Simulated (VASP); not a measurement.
# PbF2 (Fluorocronite) (Fm-3m) in VASP: notebook

Runs on PbF2 (Fluorocronite). Level: PBEsol. Tasks: relaxation of cell and atoms.

Program: VASP 6.6.1. These are calculated values, not measurements. Logs are shortened: lines on timing, memory, paths and dates and some standing lists are left out, and cuts for length are marked.

**1. Starting point**

The structure is cubic, space group Fm-3m (No. 225). The conventional cell has a = 5.927 Å, b = 5.927 Å, c = 5.927 Å, α = 90.00°, β = 90.00°, γ = 90.00°. Pb (site symmetry m-3m) is surrounded by 8 F at 2.57 Å. F (site symmetry -43m) is surrounded by 4 Pb at 2.57 Å.

**2. Relaxation of cell and atoms, PBEsol**

INCAR

```
SYSTEM = PbF2
PREC = Accurate
ENCUT = 600
EDIFF = 1E-6
ISMEAR = 0
SIGMA = 0.03
LREAL = .FALSE.
LASPH = .TRUE.
NELM = 80
ALGO = Normal
ISIF = 3
LWAVE = .FALSE.
LCHARG = .FALSE.
GGA = PS
IBRION = 2
NSW = 90
EDIFFG = -0.01
KPAR = 2
```

KPOINTS

```
regular mesh
0
G
  8 8 8
  0 0 0
```

POSCAR

```
PbF2
1.0
    0.0000000000      2.9636600000      2.9636600000
    2.9636600000      0.0000000000      2.9636600000
    2.9636600000      2.9636600000      0.0000000000
Pb F
1 2
Direct
    0.0000000000      0.0000000000      0.0000000000
    0.2500000000      0.2500000000      0.2500000000
    0.7500000000      0.7500000000      0.7500000000
```

Potentials or basis: VASP PAW PBE potentials, release 64 (Pb_d, F).

Launch:

```sh
$ cat potpaw_PBE.64/Pb_d/POTCAR potpaw_PBE.64/F/POTCAR > POTCAR
$ mpirun -np 2 vasp_std > vasp.out
```

OUTCAR:

```text
SYSTEM = PbF2
   PREC = Accurate
   ENCUT = 600
   EDIFF = 1E-6
   ISMEAR = 0
   LREAL = .FALSE.
   LASPH = .TRUE.
   NELM = 80
   ISIF = 3
   GGA = PS
   IBRION = 2
   NSW = 90
   EDIFFG = -0.01

 ion  position               nearest neighbor table
   1  0.000  0.000  0.000-   3 2.57   3 2.57   3 2.57   2 2.57   2 2.57   2 2.57   3 2.57   2 2.57

   2  0.250  0.250  0.250-   1 2.57   1 2.57   1 2.57   1 2.57
   3  0.750  0.750  0.750-   1 2.57   1 2.57   1 2.57   1 2.57

  LATTYP: Found a face centered cubic cell.
 ALAT       =     5.9273200000

  Lattice vectors:

 A1 = (   0.0000000000,   2.9636600000,   2.9636600000)
 A2 = (   2.9636600000,   0.0000000000,   2.9636600000)
 A3 = (   2.9636600000,   2.9636600000,   0.0000000000)

Analysis of symmetry for initial positions (statically):
=====================================================================
 Subroutine PRICEL returns:
 Original cell was already a primitive cell.

 Routine SETGRP: Setting up the symmetry group for a
 face centered cubic supercell.

 Subroutine GETGRP returns: Found 48 space group operations
 (whereof 48 operations were pure point group operations)
 out of a pool of 48 trial point group operations.

The static configuration has the point symmetry O_h .

Analysis of symmetry for dynamics (positions and initial velocities):
=====================================================================
 Subroutine PRICEL returns:
 Original cell was already a primitive cell.

 Routine SETGRP: Setting up the symmetry group for a
 face centered cubic supercell.

 Subroutine GETGRP returns: Found 48 space group operations
 (whereof 48 operations were pure point group operations)
 out of a pool of 48 trial point group operations.

The dynamic configuration has the point symmetry O_h .

 Subroutine INISYM returns: Found 48 space group operations
 (whereof 48 operations are pure point group operations),
 and found     1 'primitive' translations

----------------------------------------------------------------------------------------

                                     Primitive cell

  volume of cell :      52.0613

  direct lattice vectors                    reciprocal lattice vectors
     0.000000000  2.963660000  2.963660000    -0.168710311  0.168710311  0.168710311
     2.963660000  0.000000000  2.963660000     0.168710311 -0.168710311  0.168710311
     2.963660000  2.963660000  0.000000000     0.168710311  0.168710311 -0.168710311

  length of vectors
     4.191248166  4.191248166  4.191248166     0.292214830  0.292214830  0.292214830

  position of ions in fractional coordinates (direct lattice)
     0.000000000  0.000000000  0.000000000
     0.250000000  0.250000000  0.250000000
     0.750000000  0.750000000  0.750000000

  ion indices of the primitive-cell ions
   primitive index   ion index
                 1           1
                 2           2
                 3           3

----------------------------------------------------------------------------------------

 KPOINTS: regular mesh

Automatic generation of k-mesh.
 Grid dimensions read from file:
 generate k-points for:    8    8    8

 Generating k-lattice:

  Cartesian coordinates                     Fractional coordinates (reciprocal lattice)
    -0.021088789  0.021088789  0.021088789     0.125000000  0.000000000  0.000000000
     0.021088789 -0.021088789  0.021088789     0.000000000  0.125000000  0.000000000
     0.021088789  0.021088789 -0.021088789     0.000000000  0.000000000  0.125000000

  Length of vectors
     0.036526854  0.036526854  0.036526854

  Shift w.r.t. Gamma in fractional coordinates (k-lattice)
     0.000000000  0.000000000  0.000000000

 Subroutine IBZKPT returns following result:
 ===========================================

 Found     29 irreducible k-points:

 Following reciprocal coordinates:
            Coordinates               Weight
  0.000000  0.000000  0.000000      1.000000
  0.125000  0.000000  0.000000      8.000000
  0.250000  0.000000  0.000000      8.000000
  0.375000  0.000000  0.000000      8.000000
  0.500000  0.000000  0.000000      4.000000
  0.125000  0.125000  0.000000      6.000000
[... 16 lines left out ...]
  0.500000  0.250000  0.125000     48.000000
 -0.375000  0.250000  0.125000     24.000000
 [... further k-points ...]
   k-points           NKPTS =     29   k-points in BZ     NKDIM =     29   number of bands    NBANDS=     18
   number of dos      NEDOS =    301   number of ions     NIONS =      3
   total plane-waves  NPLWV =  46656
   dimension x,y,z NGX =    36 NGY =   36 NGZ =   36
   dimension x,y,z NGXF=    72 NGYF=   72 NGZF=   72
   ions per type =               1   2
   NGX,Y,Z   is equivalent  to a cutoff of  14.28, 14.28, 14.28 a.u.
   NGXF,Y,Z  is equivalent  to a cutoff of  28.56, 28.56, 28.56 a.u.
 SYSTEM =  PbF2
   PREC   = accura    normal or accurate (medium, high low for compatibility)
   ISTART =      0    job   : 0-new  1-cont  2-samecut
   ICHARG =      2    charge: 1-file 2-atom 10-const
   ISPIN  =      1    spin polarized calculation?
   LNONCOLLINEAR =      F non collinear calculations
   LSORBIT =      F    spin-orbit coupling
   LASPH  =      T    aspherical Exc in radial PAW
   ENCUT  =  600.0 eV  44.10 Ry    6.64 a.u.   8.37  8.37  8.37*2*pi/ulx,y,z
   NELM   =     80;   NELMIN=  2; NELMDL= -5     # of ELM steps
   EDIFF  = 0.1E-05   stopping-criterion for ELM
   LREAL  =      F    real-space projection
   EDIFFG = -.1E-01   stopping-criterion for IOM
   NSW    =     90    number of steps for IOM
   IBRION =      2    ionic relax: 0-MD 1-quasi-New 2-CG
   NFREE  =      1    steps in history (QN), initial steepest desc. (CG)
   ISIF   =      3    stress and relaxation
   ISYM   =      2    0-nonsym 1-usesym 2-fastsym
   POTIM  = 0.5000    time-step for ionic-motion
   TEBEG  =    0.0;   TEEND  =   0.0 temperature during run
   PSTRESS=    0.0 pullay stress
   NELECT =      28.0000    total number of electrons
   NUPDOWN=      -1.0000    fix difference up-down
   EMIN   =  10.00;   EMAX   =-10.00  energy-range for DOS
   EFERMI =   0.00;   METHOD = LEGACY
   ISMEAR =     0;   SIGMA  =   0.03  broadening in eV -4-tet -1-fermi 0-gaus
   EFERMI_NEDOS =   21; number of points for ismear=-14 and -15
   IALGO  =     38    algorithm
   IMIX   =      4    mixing-type and parameters
     AMIX     =   0.40;   BMIX     =  1.00
     AMIX_MAG =   1.60;   BMIX_MAG =  1.00
  volume/ion in A,a.u.               =      17.35       117.11
  Fermi-wavevector in a.u.,A,eV,Ry     =   1.331340  2.515869 24.115883  1.772467
  Thomas-Fermi vector in A             =   2.460359
   LORBIT       =      0    0 simple, 1 ext, 2 COOP (PROOUT), +10 PAW based schemes
   GGA     = PS    functional components
   LHFCALC =     F    Hartree Fock is set to
   AEXX    =    0.0000 exact exchange contribution
   IVDW    =     0    specifies the selected vdW correction
   LEPSILON=     F    determine dielectric tensor
   LRPA    =     F    only Hartree local field effects (RPA)
 conjugate gradient relaxation of ions
 non-spin polarized calculation
 Gauss-broadening in eV      SIGMA  =   0.03
  energy-cutoff  :      600.00
  volume of cell :       52.06
 maximum number of plane-waves:      1807
 NGX is ok and might be reduce to    36
   NGX = 17   NGY = 17   NGZ = 17

--------------------------------------- Ionic step        1  -------------------------------------------

 number of electron      28.0000008 magnetization

 Free energy of the ion-electron system (eV)
  ---------------------------------------------------
  ext. energy  EPLUGINS =         0.00000000
  ---------------------------------------------------
  free energy    TOTEN  =       -14.93783413 eV

  energy without entropy =      -14.93783413  energy(sigma->0) =      -14.93783413

------------------------ aborting loop because EDIFF is reached ----------------------------------------

  FORCE on cell =-STRESS in cart. coord.  units (eV):
  Direction    XX          YY          ZZ          XY          YZ          ZX
  --------------------------------------------------------------------------------------
  -------------------------------------------------------------------------------------
  Total       -0.4207625     -0.4207625     -0.4207625      0.0000000      0.0000000      0.0000000
  in kB      -12.9488871    -12.9488871    -12.9488871      0.0000000      0.0000000      0.0000000
  external PRESSURE =     -12.9488871 kB  Pullay stress =       0.0000000 kB
[... 59 lines left out ...]
  energy  without entropy=      -14.9415112732  energy(sigma->0) =      -14.94151127

--------------------------------------- Ionic step        3  -------------------------------------------

 number of electron      28.0000010 magnetization

 Free energy of the ion-electron system (eV)
  ---------------------------------------------------
  ext. energy  EPLUGINS =         0.00000000
  ---------------------------------------------------
  free energy    TOTEN  =       -14.94160026 eV

  energy without entropy =      -14.94160026  energy(sigma->0) =      -14.94160026

 E-fermi :   2.1327     XC(G=0):  -9.7509

 val. band max:        1.9554114855   @ k =  -0.2500   0.5000   0.2500
 cond. band min:       6.2558168634   @ k =   0.5000   0.5000   0.0000
 fundamental gap:      4.3004053779
 Fermi energy:         2.1326809435

 k-point     1 :       0.0000    0.0000    0.0000
  band No.  band energies     occupation
      1     -19.1690      2.00000
      2     -18.4966      2.00000
      3     -12.4316      2.00000
      4     -12.4316      2.00000
      5     -12.4316      2.00000
      6     -12.3594      2.00000
[... 10 lines left out ...]
     17       8.6449      0.00000
     18      12.5082      0.00000
[... 466 lines left out ...]
      2     -18.7929      2.00000
      3     -12.3848      2.00000
      4     -12.3801      2.00000
      5     -12.3370      2.00000
      6     -12.3064      2.00000
[... 10 lines left out ...]
     17       9.6636      0.00000
     18      12.7580      0.00000

 [... further k-points ...]

------------------------ aborting loop because EDIFF is reached ----------------------------------------

  FORCE on cell =-STRESS in cart. coord.  units (eV):
  Direction    XX          YY          ZZ          XY          YZ          ZX
  --------------------------------------------------------------------------------------
  -------------------------------------------------------------------------------------
  Total       -0.0005430     -0.0005430     -0.0005430      0.0000000      0.0000000     -0.0000000
  in kB       -0.0170104     -0.0170104     -0.0170104      0.0000000      0.0000000     -0.0000000
  external PRESSURE =      -0.0170104 kB  Pullay stress =       0.0000000 kB
[... 18 lines left out ...]
  FREE ENERGIE OF THE ION-ELECTRON SYSTEM (eV)
  ---------------------------------------------------
  free  energy   TOTEN  =       -14.9416002573 eV

  energy  without entropy=      -14.9416002573  energy(sigma->0) =      -14.94160026

 reached required accuracy - stopping structural energy minimisation
```

Wall time 26 s (2 MPI ranks of AMD EPYC 9R45 (Zen 5), shared host); peak memory 0.2 GiB.

Results:

```
Free energy                            : -14.9416 eV
Relaxed volume                         : 17.05 Å³/atom
Relaxed cell                           : a = 4.167 Å, b = 4.167 Å, c = 4.167 Å, α = 60.00°, β = 60.00°, γ = 60.00°
Space group after relaxing (to 0.05 Å) : Fm-3m (No. 225)
Energy gained by relaxing              : 1.3 meV/atom
Ionic steps                            : 3
Pressure after relaxing                : 0.0 GPa
Band gap on the k mesh                 : 4.30 eV, indirect (least direct gap 4.45 eV)
```

Step by step:
```csv
step,energy change (eV),largest force (eV/Å),pressure (GPa),volume (Å³)
1,0.0000,0.0000,-1.29,52.06
2,-0.0037,0.0000,0.21,51.01
3,-0.0038,0.0000,0.00,51.15
```

Final structure:
```yaml
crystal:
  lattice:
    - [0.00000, 2.94621, 2.94621]
    - [2.94621, 0.00000, 2.94621]
    - [2.94621, 2.94621, 0.00000]
  atoms:
    - { symbol: Pb, position: [0.00000, 0.00000, 0.00000] }
    - { symbol: F, position: [0.25000, 0.25000, 0.25000] }
    - { symbol: F, position: [0.75000, 0.75000, 0.75000] }
```

Caveat: the PAW data sets were made with another functional, which shifts forces and pressure a little; spin-orbit coupling is left out, which as a rule narrows the gap of such compounds by several tenths of an eV.

**3. Relaxation of cell and atoms, PBEsol**

This run uses another cell than the first one, of 17.05 Å³/atom, 0.982 times its volume.

Edit INCAR of step 2 so:

```diff
@@ -3,3 +3,3 @@
 ENCUT = 600
-EDIFF = 1E-6
+EDIFF = 1E-7
 ISMEAR = 0
@@ -16,3 +16,3 @@
 NSW = 90
-EDIFFG = -0.01
+EDIFFG = -0.005
 KPAR = 2
```

KPOINTS is that of step 2.

POSCAR

```
PbF2                                    
1.0
    0.0000000000      2.9462119400      2.9462119400
    2.9462119400     -0.0000000000      2.9462119400
    2.9462119400      2.9462119400     -0.0000000000
  Pb              F             
     1     2
Direct
     0.0000000000000000    0.0000000000000000    0.0000000000000000
     0.2500000000000000    0.2500000000000000    0.2500000000000000
     0.7500000000000000    0.7500000000000000    0.7500000000000000
```

Potentials or basis: VASP PAW PBE potentials, release 64 (Pb_d, F).

Launch:

```sh
$ cat potpaw_PBE.64/Pb_d/POTCAR potpaw_PBE.64/F/POTCAR > POTCAR
$ mpirun -np 2 vasp_std > vasp.out
```

Wall time 13 s (2 MPI ranks of AMD EPYC 9R45 (Zen 5), shared host); peak memory 0.19 GiB.

Results (log left out):

```
Free energy             : -14.9398 eV
Pressure after relaxing : 0.0 GPa
Band gap on the k mesh  : 4.30 eV, indirect (least direct gap 4.45 eV)
```

Final structure:
```cif
data_structure
_symmetry_space_group_name_H-M 'P 1'
_symmetry_Int_Tables_number 1
_cell_length_a 4.1666
_cell_length_b 4.1666
_cell_length_c 4.1666
_cell_angle_alpha 60.000
_cell_angle_beta 60.000
_cell_angle_gamma 60.000
_cell_volume 51.15
loop_
_atom_site_label
_atom_site_type_symbol
_atom_site_fract_x
_atom_site_fract_y
_atom_site_fract_z
_atom_site_occupancy
Pb1 Pb 0.00000 0.00000 0.00000 1
F1 F 0.25000 0.25000 0.25000 1
F2 F 0.75000 0.75000 0.75000 1
```

Levels at points of the mesh, in eV from the valence-band top:
```tsv
k point	band 12	band 13	band 14	band 15	band 16	band 17
(0.00, 0.00, 0.00)	-2.09	-2.09	-2.09	6.69	6.69	6.69
(0.50, 0.00, 0.00)	-2.26	-2.26	-0.04	4.93	7.64	7.64
(0.50, 0.50, 0.00)	-1.64	-1.64	-0.15	4.30	7.89	7.89
```

Caveat: the relaxation stopped at its first step, so nothing moved; the PAW data sets were made with another functional, which shifts forces and pressure a little; spin-orbit coupling is left out, which as a rule narrows the gap of such compounds by several tenths of an eV.
